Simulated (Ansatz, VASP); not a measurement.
One calculation of AlN, two programs

```
CELL_PARAMETERS angstrom
0.00000 -2.06931 -2.06931
0.00000 2.06931 -2.06931
4.13861 0.00000 0.00000
ATOMIC_POSITIONS crystal
Al 0.52319 0.47681 0.00000
Al 0.97681 0.02319 0.50000
N 0.49159 0.50841 0.50000
N 0.00841 0.99159 0.00000
```

Change from the starting cell: mode 4 frozen in at -0.094 Å, equal normal strain along x, y and z +0.0167.

Alike in both runs: task single point; functional PBE; k mesh 8 × 8 × 6; occupations gaussian, width 0.05 eV; no spin polarisation.

|  | VASP | Ansatz |
| --- | --- | --- |
| version | VASP 6.6.1 | Ansatz 0.2.0 |
| potentials or method | VASP PAW PBE potentials, release 64 (Al, N) | scalar-relativistic, plane waves, PAW |
| plane-wave cutoff (eV) | 520 | 520 |
| valence electrons in the cell | 16 | 16 |

|  | VASP | Ansatz | Ansatz less VASP |
| --- | --- | --- | --- |
| gap on the k mesh at the Fermi level (eV) | 3.91 | 3.93 | +0.021 |
| least direct gap on the mesh (eV) | 3.96 | 3.98 | +0.020 |
| pressure (GPa) | -10.8 | -10.6 | +0.26 |
| largest component of the traceless stress (GPa) | 1.22 | 1.22 | -0.002 |
| rms of the force components (eV/Å) | 0.357 | 0.357 | +0.0002 |

Atom by atom the forces differ by 0.000 eV/Å (rms over components).

A k mesh can miss the band edges.
